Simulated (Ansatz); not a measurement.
# Pt: which structure wins at one pressure

Aim: bring Pt in several structures (fcc, bcc, hcp, sc, beta tin, simple hexagonal) to one pressure and rank them by enthalpy. The pressure is set by scaling the first phase. The runs shown use PAW.

Computed with Ansatz 0.2.0 (DFT, PBE, PAW with Ansatz's default frozen-core files, scalar-relativistic, unless a step's input says otherwise).

## Step 1: The system as given

Symmetry: Fm-3m, No. 225, cubic system. The conventional cell has a = 3.972 Å, b = 3.972 Å, c = 3.972 Å, α = 90.00°, β = 90.00°, γ = 90.00°. Pt (site symmetry m-3m) is surrounded by 12 Pt at 2.81 Å.

As a file:

```
CELL_PARAMETERS angstrom
0.00000 1.98577 1.98577
1.98577 0.00000 1.98577
1.98577 1.98577 0.00000
ATOMIC_POSITIONS crystal
Pt 0.00000 0.00000 0.00000
```

## Step 2: Cell relaxed at zero pressure, PAW

Input file input.yaml:

```yaml
crystal:
  lattice:
    - [0.0, 1.9857740511, 1.9857740511]
    - [1.9857740511, 0.0, 1.9857740511]
    - [1.9857740511, 1.9857740511, 0.0]
  atoms:
    - { symbol: Pt, position: [0.0, 0.0, 0.0] }
kpoints:
  mp_grid: { grid: [17, 17, 17] }
scf:
  occupations: { method: fermi_dirac, width: 0.05 }
hamiltonian:
  xc: pbe
  pseudopotentials: { kind: paw }
output:
  forces: true
  stress: true
relax:
  f_tol: 0.005
  max_steps: 40
  cell: {}
```

Started as:

```bash
ansatz run input.yaml --threads 1 --pin off --max-ram 3584MiB --backend cpu --events-out ev --progress --plain --runs-dir out
```

After this run come: Volume scaled by 0.81, to set the pressure, PAW; Fcc relaxed under pressure, PAW; Bcc relaxed under pressure, PAW; Hcp relaxed under pressure, PAW; Sc relaxed under pressure, PAW; Beta tin relaxed under pressure, PAW; Simple hexagonal relaxed under pressure, PAW.

What does the calculation give? Wanted: pressure; lowest.

The runs gave:

```
    quantity                         value
    pressure                        92 GPa
lowest (PAW)  fcc, 89.6 meV/atom under hcp
```

What this shows: By PAW the order is fcc < hcp < bcc < simple hexagonal < beta tin < sc. Only these structures were tried, with electrons smeared by 0.05 eV and without vibrations, so the true ground state may be another. The k meshes differ between phases and weren't tested, which can move differences by some meV. Spin-orbit coupling is left out, though the cell holds Pt; in elements this heavy it can shift bands and gaps by tenths of an eV.
